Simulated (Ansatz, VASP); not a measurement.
## One calculation of NaCl, two programs

```
Na Cl
1.0
     0.00000    2.80273    2.80273
     2.80273    0.00000    2.80273
     2.80273    2.80273    0.00000
Na Cl
1 1
Direct
  0.00000 0.00000 0.00000
  0.50000 0.50000 0.50000
```

Alike in both runs: task single point; functional PBE; k mesh 8 × 8 × 8; occupations fermi-dirac, width 0.02 eV; no spin polarisation.

|  | VASP | Ansatz |
| --- | --- | --- |
| version | VASP 6.6.1 | Ansatz 0.2.0 |
| potentials or method | VASP PAW PBE potentials, release 64 (Na_pv, Cl) | plane waves, PAW |
| plane-wave cutoff (eV) | 520 | 420 |
| valence electrons in the cell | 14 | 16 |

Ansatz gave:

```
gap on the k mesh at the Fermi level (eV) : 5.18
pressure (GPa)                            : 1.3
```

Question: Estimate VASP's values.

Answer: gap on the k mesh at the Fermi level (eV): 5.18; pressure (GPa): 1.2.

The two sets of potentials don't hold the same shells in valence.

A hybrid or GW would open this gap; PBE tends to underestimate it.
